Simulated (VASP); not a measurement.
# CO2 in VASP: how settings move the PBE single point

The PBE single point of CO2, database structure is repeated with altered inputs. Which of them can be trusted?

Code: VASP 6.6.1. PAW datasets, plane waves. (Simulation; spin polarisation is off.)

## 1. The structure to begin with

The cell comes from an earlier relaxation with r2SCAN+rVV10 in another program, then strained, with the atoms relaxed again.

It is tetragonal, P4_2/mnm (No. 136); conventional cell a = 4.193 Å, c = 4.605 Å, 13.49 Å³ an atom. Near C stand 2 O at 1.16 Å; near O stand 1 C at 1.16 Å.

The structure in full:

```
CELL_PARAMETERS angstrom
4.19256 0.00000 0.00000
0.00000 4.19256 0.00000
0.00000 0.00000 4.60512
ATOMIC_POSITIONS crystal
C 0.50000 0.50000 0.50000
C 0.00000 0.00000 0.00000
O 0.30427 0.69573 0.50000
O 0.69573 0.30427 0.50000
O 0.19573 0.19573 0.00000
O 0.80427 0.80427 0.00000
```

## 2. The reference run

File INCAR:

```
ENCUT = 520.000000
SIGMA = 0.020000
EDIFF = 1.00e-07
GGA = PE
PREC = Accurate
IBRION = -1
ISIF = 2
ISMEAR = -1
NBANDS = 25
NELM = 120
NSW = 0
LASPH = .TRUE.
LCHARG = .FALSE.
LWAVE = .FALSE.
LREAL = .FALSE.
```

File KPOINTS:

```
KPOINTS created by Atomic Simulation Environment
0
Gamma
6 6 6
0 0 0
```

File POSCAR:

```
C  O
 1.0000000000000000
     4.1925576029625269    0.0000000000000000    0.0000000000000000
    -0.0000000000000000    4.1925576029625269    0.0000000000000000
     0.0000000000000000    0.0000000000000000    4.6051156164007869
 C   O
   2   4
Cartesian
  2.0962788014812634  2.0962788014812634  2.3025578082003935
 -0.0000000000000000 -0.0000000000000000  0.0000000000000000
  1.2756605550668607  2.9168970478956671  2.3025578082003935
  2.9168970478956671  1.2756605550668607  2.3025578082003935
  0.8206182464144031  0.8206182464144032  0.0000000000000000
  3.3719393565481242  3.3719393565481242  0.0000000000000000
```

A file KPOINTS_OPT adds named points for the levels; it doesn't enter the self-consistent loop.

Potentials: the recommended PBE PAW datasets, 32 valence electrons.

Launch:

```
mpirun -np 1 vasp_std
```

## 3. Altered input 1

INCAR: that of step 2 with these lines changed.

```diff
@@ -9,3 +9,2 @@
 NBANDS = 25
-NELM = 120
 NSW = 0
@@ -15 +14,3 @@
 LREAL = .FALSE.
+IVDW = 12
+NELM = 98
```

KPOINTS is that of step 2.

POSCAR is that of step 2.

## 4. Altered input 2

INCAR: that of step 2 with these lines changed.

```diff
@@ -9,3 +9,2 @@
 NBANDS = 25
-NELM = 120
 NSW = 0
@@ -15 +14,3 @@
 LREAL = .FALSE.
+NELECT = 33
+NELM = 80
```

KPOINTS is that of step 2.

POSCAR is that of step 2.

## 5. Altered input 3

INCAR: that of step 2 with these lines changed.

```diff
@@ -15 +15,3 @@
 LREAL = .FALSE.
+IVDW = 12
+MAXMIX = 40
```

KPOINTS is that of step 2.

POSCAR is that of step 2.

## 6. Altered input 4

INCAR: that of step 2 with these lines changed.

```diff
@@ -9,3 +9,2 @@
 NBANDS = 25
-NELM = 120
 NSW = 0
@@ -15 +14,2 @@
 LREAL = .FALSE.
+NELM = 94
```

KPOINTS is that of step 2.

File POSCAR:

```
C  O
 1.0000000000000000
    -0.0000000000000000    4.1925580000000000    0.0000000000000000
     4.1925580000000000    0.0000000000000000    0.0000000000000000
     0.0000000000000000    0.0000000000000000    4.6051159999999998
 C   O
   2   4
Cartesian
  2.0962790000000000  2.0962790000000000  2.3025579999999999
 -0.0000000000000000 -0.0000000000000000  0.0000000000000000
  1.2756606758726055  2.9168973241273957  2.3025579999999999
  2.9168973241273957  1.2756606758726055  2.3025579999999999
  0.8206183241273950  0.8206183241273951  0.0000000000000000
  3.3719396758726052  3.3719396758726052  0.0000000000000000
```

Q: Predict the outcome of this session. Wanted: for each run, changed; ending; energy change; pressure; electronic steps; usable.

As calculated:

| run | changed | ending | energy change (meV/atom) | pressure (GPa) | gap on the mesh (eV; negative: overlap) | electronic steps | time | usable |
| --- | --- | --- | --- | --- | --- | --- | --- | --- |
| ref. | – | converged | 0 | 6.6 | 6.66 | 15 | 76 s | yes |
| 1 | IVDW = 12, NELM = 98 | converged | – | 5.6 | 6.66 | 15 | 50 s | yes |
| 2 | NELECT = 33, NELM = 80 | converged | – | 27.6 | – | 15 | 52 s | no |
| 3 | IVDW = 12, MAXMIX = 40 | converged | – | 5.6 | 6.66 | 15 | 48 s | yes |
| 4 | another POSCAR | refused | – | – | – | – | 0.7 s | no |

What this shows: Of 4 altered inputs, 1 gave no result, 1 ended normally on a faulty or unsound input, 2 gave usable results.
